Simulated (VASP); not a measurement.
# CdSe (F-43m) in VASP: Born charges and dielectric tensor with LDA

Aim: the Born charges and dielectric tensor of CdSe with LDA.

Everything below comes from runs of VASP 6.6.1. Logs are shortened: lines on timing, memory, paths and dates and some standing lists are left out, and cuts for length are marked.

**1. The crystal as given**

Symmetry: F-43m, No. 216, cubic system. Conventional cell: a = 6.293 Å, b = 6.293 Å, c = 6.293 Å, α = 90.00°, β = 90.00°, γ = 90.00°. Around Cd (site symmetry -43m) lie 4 Se at 2.72 Å. Se (site symmetry -43m) is surrounded by 4 Cd at 2.72 Å.

Measurements of this composition are mostly on another form, of space group No. 186.

**2. Born charges and dielectric tensor, LDA**

INCAR

```
SYSTEM = CdSe
  ALGO = Fast
  EDIFF = 1E-8
  ENCUT = 600
  IBRION = 8
  ISIF = 2
  ISMEAR = 0
  LASPH = .True.
  LCHARG = .False.
  LEPSILON = .True.
  LREAL = .False.
  LWAVE = .False.
  NELM = 80
  NSW = 1
  PREC = Accurate
  SIGMA = 0.02
```

KPOINTS

```
k-points
0
Gamma
  10 10 10
  0 0 0
```

POSCAR

```
CdSe
1.0
    0.0000000000      3.1465100000      3.1465100000
    3.1465100000      0.0000000000      3.1465100000
    3.1465100000      3.1465100000      0.0000000000
Cd Se
1 1
Direct
    0.0000000000      0.0000000000      0.0000000000
    0.2500000000      0.2500000000      0.2500000000
```

Potentials or basis: VASP PAW LDA potentials, release 64 (Cd, Se).

On the command line:

```
$ cat potpaw_LDA.64/Cd/POTCAR potpaw_LDA.64/Se/POTCAR > POTCAR
$ mpirun -np 1 vasp_std > vasp.out
```

OUTCAR:

```text
SYSTEM = CdSe
   EDIFF = 1E-8
   ENCUT = 600
   IBRION = 8
   ISIF = 2
   ISMEAR = 0
   LASPH = .True.
   LEPSILON = .True.
   LREAL = .False.
   NELM = 80
   NSW = 1
   PREC = Accurate

 ion  position               nearest neighbor table
   1  0.000  0.000  0.000-   2 2.72   2 2.72   2 2.72   2 2.72
   2  0.250  0.250  0.250-   1 2.72   1 2.72   1 2.72   1 2.72

  LATTYP: Found a face centered cubic cell.
 ALAT       =     6.2930200000

  Lattice vectors:

 A1 = (   0.0000000000,   3.1465100000,   3.1465100000)
 A2 = (   3.1465100000,   0.0000000000,   3.1465100000)
 A3 = (   3.1465100000,   3.1465100000,   0.0000000000)

Analysis of symmetry for initial positions (statically):
=====================================================================
 Subroutine PRICEL returns:
 Original cell was already a primitive cell.

 Routine SETGRP: Setting up the symmetry group for a
 face centered cubic supercell.

 Subroutine GETGRP returns: Found 24 space group operations
 (whereof 24 operations were pure point group operations)
 out of a pool of 48 trial point group operations.

The static configuration has the point symmetry T_d .

Analysis of symmetry for dynamics (positions and initial velocities):
=====================================================================
 Subroutine PRICEL returns:
 Original cell was already a primitive cell.

 Routine SETGRP: Setting up the symmetry group for a
 face centered cubic supercell.

 Subroutine GETGRP returns: Found 24 space group operations
 (whereof 24 operations were pure point group operations)
 out of a pool of 48 trial point group operations.

The dynamic configuration has the point symmetry T_d .

 Subroutine INISYM returns: Found 24 space group operations
 (whereof 24 operations are pure point group operations),
 and found     1 'primitive' translations

----------------------------------------------------------------------------------------

                                     Primitive cell

  volume of cell :      62.3042

  direct lattice vectors                    reciprocal lattice vectors
     0.000000000  3.146510000  3.146510000    -0.158906217  0.158906217  0.158906217
     3.146510000  0.000000000  3.146510000     0.158906217 -0.158906217  0.158906217
     3.146510000  3.146510000  0.000000000     0.158906217  0.158906217 -0.158906217

  length of vectors
     4.449837116  4.449837116  4.449837116     0.275233641  0.275233641  0.275233641

  position of ions in fractional coordinates (direct lattice)
     0.000000000  0.000000000  0.000000000
     0.250000000  0.250000000  0.250000000

  ion indices of the primitive-cell ions
   primitive index   ion index
                 1           1
                 2           2

----------------------------------------------------------------------------------------

 KPOINTS: k-points

Automatic generation of k-mesh.
 Grid dimensions read from file:
 generate k-points for:   10   10   10

 Generating k-lattice:

  Cartesian coordinates                     Fractional coordinates (reciprocal lattice)
    -0.015890622  0.015890622  0.015890622     0.100000000  0.000000000  0.000000000
     0.015890622 -0.015890622  0.015890622     0.000000000  0.100000000  0.000000000
     0.015890622  0.015890622 -0.015890622     0.000000000  0.000000000  0.100000000

  Length of vectors
     0.027523364  0.027523364  0.027523364

  Shift w.r.t. Gamma in fractional coordinates (k-lattice)
     0.000000000  0.000000000  0.000000000

 Subroutine IBZKPT returns following result:
 ===========================================

 Found     47 irreducible k-points:

 Following reciprocal coordinates:
            Coordinates               Weight
  0.000000  0.000000  0.000000      1.000000
  0.100000  0.000000  0.000000      8.000000
[... 491 lines left out ...]
     3.146510000  0.000000000  3.146510000     0.158906217 -0.158906217  0.158906217
     3.146510000  3.146510000  0.000000000     0.158906217  0.158906217 -0.158906217

 POSITION                                       TOTAL-FORCE (eV/Angst)
 -----------------------------------------------------------------------------------
      0.00000      0.00000      0.00000         0.000000     -0.000000     -0.000000
      1.57326      1.57326      1.57326        -0.000000      0.000000      0.000000
 -----------------------------------------------------------------------------------
    total drift:                                0.000000      0.000000      0.000000

  FREE ENERGIE OF THE ION-ELECTRON SYSTEM (eV)
  ---------------------------------------------------
  free  energy   TOTEN  =        -6.6128474834 eV

  energy  without entropy=       -6.6128474834  energy(sigma->0) =       -6.61284748

 HEAD OF MICROSCOPIC STATIC DIELECTRIC TENSOR (INDEPENDENT PARTICLE, excluding Hartree and local field effects)
 ------------------------------------------------------
         107.690273     0.000000     0.000000
          -0.000000   107.690273     0.000000
           0.000000     0.000000   107.690273
 ------------------------------------------------------

 Free energy of the ion-electron system (eV)
  ---------------------------------------------------
  ---------------------------------------------------
  free energy    TOTEN  =       -18.43779147 eV

  energy without entropy =      -18.43779147

------------------------ aborting loop because EDIFF is reached ----------------------------------------

--------------------------------------- Ionic step        2  -------------------------------------------

------------------------ aborting loop because EDIFF is reached ----------------------------------------

--------------------------------------- Ionic step        3  -------------------------------------------

------------------------ aborting loop because EDIFF is reached ----------------------------------------

 PIEZOELECTRIC TENSOR FIELD DIRECTION 3  (e Angst)
 -----------------------------------------------------------------------------
    -0.00102 -4.84047  0.00000           (  0.00000  0.04710  0.00000)
    -4.84047 -0.00102  0.00000           (  0.04710  0.00000  0.00000)
     0.00000  0.00000 -0.00091           (  0.00000  0.00000 -0.00000)

 PIEZOELECTRIC TENSOR FIELD DIRECTION 3  (C/m^2)
 -----------------------------------------------------------------------------
    -0.00026 -1.24475  0.00000
    -1.24475 -0.00026  0.00000
     0.00000  0.00000 -0.00023

--------------------------------------- Ionic step        4  -------------------------------------------

------------------------ aborting loop because EDIFF is reached ----------------------------------------

[... ionic steps 5 to 6 ...]

--------------------------------------- Ionic step        7  -------------------------------------------

 Free energy of the ion-electron system (eV)
  ---------------------------------------------------
  ---------------------------------------------------
  free energy    TOTEN  =        -0.08493291 eV

  energy without entropy =       -0.08493291

------------------------ aborting loop because EDIFF is reached ----------------------------------------

 INTERNAL STRAIN TENSOR  FOR ION    2  DIRECTION 1   (eV/Angst):
 -----------------------------------------------------------------------------
     0.00570  0.00000  0.00000
     0.00000 -0.00052 -2.41724
     0.00000 -2.41724 -0.00052

 MACROSCOPIC STATIC DIELECTRIC TENSOR (including local field effects in DFT)
 ------------------------------------------------------
         107.056764    -0.000000     0.000000
           0.000000   107.056764    -0.000000
           0.000000     0.000000   107.056764
 ------------------------------------------------------

 PIEZOELECTRIC TENSOR (including local field effects)  for field in x, y, z        (e  Angst)
          XX          YY          ZZ          XY          YZ          ZX
  --------------------------------------------------------------------------------
  x    -0.00000    -0.00000    -0.00000     0.00000    -4.85167     0.00000
  y    -0.00000    -0.00000     0.00000     0.00000    -0.00000    -4.85167
  z     0.00000    -0.00000     0.00000    -4.85167     0.00000     0.00000

 PIEZOELECTRIC TENSOR (including local field effects)  for field in x, y, z        (C/m^2)
          XX          YY          ZZ          XY          YZ          ZX
  --------------------------------------------------------------------------------
  x    -0.00000    -0.00000    -0.00000     0.00000    -1.24763     0.00000
  y    -0.00000    -0.00000     0.00000     0.00000    -0.00000    -1.24763
  z     0.00000    -0.00000     0.00000    -1.24763     0.00000     0.00000

 BORN EFFECTIVE CHARGES (including local field effects) (in |e|, cummulative output)
 ---------------------------------------------------------------------------------
 ion    1
    1     2.95564     0.00000     0.00000
    2     0.00000     2.95564     0.00000
    3     0.00000     0.00000     2.95564
 ion    2
    1    -2.95564     0.00000     0.00000
    2     0.00000    -2.95564     0.00000
    3     0.00000     0.00000    -2.95564

 INTERNAL STRAIN TENSOR FOR ION    2 for displacements in x,y,z  (eV/Angst):
          X           Y           Z          XY          YZ          ZX
  --------------------------------------------------------------------------------
  x     0.00000    -0.00000    -0.00000     0.00000    -2.41724     0.00000
  y     0.00000    -0.00000     0.00000     0.00000     0.00000    -2.41724
  z    -0.00000    -0.00000     0.00000    -2.41724     0.00000     0.00000

 SECOND DERIVATIVES (NOT SYMMETRIZED)
 ------------------------------------
               1X          1Y          1Z          2X          2Y          2Z
  1X    -3.198373    0.000000    0.000000    3.198373    0.000000    0.000000
  1Y     0.000000   -3.198373    0.000000    0.000000    3.198373    0.000000
  1Z     0.000000    0.000000   -3.198373    0.000000    0.000000    3.198373
  2X     3.182423    0.000000    0.000000   -3.182423    0.000000    0.000000
  2Y     0.000000    3.182423    0.000000    0.000000   -3.182423    0.000000
  2Z     0.000000    0.000000    3.182423    0.000000    0.000000   -3.182423

 Eigenvectors and eigenvalues of the dynamical matrix
 ----------------------------------------------------

   1 f  =    4.099290 THz    25.756600 2PiTHz  136.737602 cm-1    16.953294 meV
             X         Y         Z           dx          dy          dz
      0.000000  0.000000  0.000000     0.643284   -0.000000    0.000000
      1.573255  1.573255  1.573255    -0.765628    0.000000    0.000000
[... 21 lines left out ...]
   6 f/i=    0.005047 THz     0.031710 2PiTHz    0.168341 cm-1     0.020872 meV
             X         Y         Z           dx          dy          dz
      0.000000  0.000000  0.000000     0.250299    0.094753    0.717327
      1.573255  1.573255  1.573255     0.210302    0.079612    0.602701

--------------------------------------------------------------------------------------------------------

 MACROSCOPIC STATIC DIELECTRIC TENSOR IONIC CONTRIBUTION
 ------------------------------------------------------
           7.952519     0.000000     0.000000
           0.000000     7.952519     0.000000
           0.000000     0.000000     7.952519
 ------------------------------------------------------

 ELASTIC MODULI CONTR FROM IONIC RELAXATION (kBar)
 Direction    XX          YY          ZZ          XY          YZ          ZX
 --------------------------------------------------------------------------------
 XX          -0.0000      0.0000      0.0000     -0.0000      0.0000      0.0000
 YY           0.0000     -0.0000      0.0000     -0.0000     -0.0000     -0.0000
 ZZ           0.0000      0.0000     -0.0000      0.0000     -0.0000      0.0000
 XY          -0.0000     -0.0000      0.0000    -49.3064      0.0000      0.0000
 YZ           0.0000     -0.0000     -0.0000      0.0000    -49.3064      0.0000
 ZX           0.0000     -0.0000      0.0000      0.0000      0.0000    -49.3064
 --------------------------------------------------------------------------------

 PIEZOELECTRIC TENSOR IONIC CONTR  for field in x, y, z        (C/m^2)
          XX          YY          ZZ          XY          YZ          ZX
  --------------------------------------------------------------------------------
  x    -0.00000     0.00000     0.00000     0.00000     0.58922     0.00000
  y    -0.00000     0.00000    -0.00000     0.00000     0.00000     0.58922
  z     0.00000     0.00000    -0.00000     0.58922     0.00000     0.00000
```

Wall time 16 min (1 thread of Intel Xeon Platinum 8488C (Sapphire Rapids), shared host); peak memory 0.54 GiB.

What came out:

```
Band gap on the k mesh                                  : 0.16 eV, direct
Electronic dielectric tensor (diagonal)                 : 107.06
Born charges (mean of the diagonal)                     : Cd +2.96; Se -2.96 e
Highest phonon frequency at Γ, LO-TO splitting left out : 137 cm⁻¹
```

Phonon frequencies in cm⁻¹ (negative: imaginary):
| q point | frequencies |
| --- | --- |
| (0.000, 0.000, 0.000) | 0 0 0 137 137 137 |

Electronic dielectric tensor:
```
107.06   0.00   0.00
  0.00 107.06   0.00
  0.00   0.00 107.06
```

Born effective charge tensors (e):
atom 1, Cd
```
2.96 0.00 0.00
0.00 2.96 0.00
0.00 0.00 2.96
```
atom 2, Se
```
-2.96  0.00  0.00
 0.00 -2.96  0.00
 0.00  0.00 -2.96
```

Caveat: the gap is small at this level, which inflates the dielectric constant.
